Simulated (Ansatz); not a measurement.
# Cobalt, bcc under RPBE: ground state and equation of state

Aim: take cobalt in the bcc structure, relax it, solve it on a dense k-mesh, then scale the cell to 7 volumes from 88 to 112 % of the relaxed one and try a fit of the equation of state. Spin polarisation is left out, though the real metal is magnetic, so this state lies above the ground state. The k-meshes are 16×16×16 for the relaxation; 26×26×26 for the dense run; 18×18×18 for the volumes.

This is Co in the bcc structure; at room conditions it is hcp.

Method: DFT RPBE, plane waves (420 eV) with PAW, scalar-relativistic; the PAW data stem from PBE, with regenerated cores, in Ansatz 0.2.0.

### Step 1. The starting structure

It takes space group Im-3m (No. 229, cubic). The conventional cell has a = 2.808 Å, b = 2.808 Å, c = 2.808 Å, α = 90.00°, β = 90.00°, γ = 90.00°. Co (site symmetry m-3m) is surrounded by 8 Co at 2.43 Å.

Structure file:

```
Co
1.0
    -1.40414    1.40414    1.40414
     1.40414   -1.40414    1.40414
     1.40414    1.40414   -1.40414
Co
1
Direct
  0.00000 0.00000 0.00000
```

### Step 2. Relaxation of the cell

The input, input.yaml:

```yaml
crystal:
  lattice:
    - [-1.4041371717, 1.4041371717, 1.4041371717]
    - [1.4041371717, -1.4041371717, 1.4041371717]
    - [1.4041371717, 1.4041371717, -1.4041371717]
  atoms:
    - { symbol: Co, position: [0.0, 0.0, 0.0] }
hamiltonian:
  xc: rpbe
  pseudopotentials:
    kind: paw
    azcp:
      Co: "pseudopotentials/Co.paw.azcp"
basis:
  ecutwfc: 420
  fft_grid_basis: typed
kpoints:
  mp_grid: { grid: [16, 16, 16], shift: [0, 0, 0] }
magnetization:
  spin_polarized: false
scf:
  occupations: { method: fermi_dirac, width: 0.1 }
relax:
  max_steps: 60
  f_tol: 0.01
  cell: {}
output:
  write_density: true
  write_potential: true
  elf: true
  volumetric_format: npy
```

Command:

```console
> ansatz run input.yaml --threads 2 --pin off --max-ram 5120MiB --backend cpu --events-out ev --progress --plain --runs-dir out
```

Further steps of the session: The energy on a finer k-mesh; At 88 % of the relaxed volume; At 92 % of the relaxed volume; At 96 % of the relaxed volume; At 100 % of the relaxed volume; At 104 % of the relaxed volume; At 108 % of the relaxed volume; At 112 % of the relaxed volume.

Before running it: what results should come out? Wanted: space group; conventional cell; volume; shortest distance; gap on the mesh; relative to hcp, ferromagnetic; V₀, B₀, B₀′.

The runs gave:

```
                      quantity                         value
space group (spins left aside)               Im-3m (No. 229)
             conventional cell                   a = 2.789 Å
                        volume                10.844 Å³/atom
             shortest distance                       2.415 Å
               gap on the mesh  none (levels filled in part)
relative to hcp, ferromagnetic                 +472 meV/atom
                   V₀, B₀, B₀′  10.798 Å³/atom, 221 GPa, 4.8
```

**Reading.** The relaxation shrank the cell by 2.1 % in volume. Against the reference form of cobalt (hcp, ferromagnetic, computed apart with the same settings) it stands 472 meV/atom higher; part of this is magnetic energy, as this run has no moments. Levels at the Fermi energy are filled in part, as in a metal. B₀ comes out at 221 GPa. Relaxation kept the symmetry; phonons were not checked.
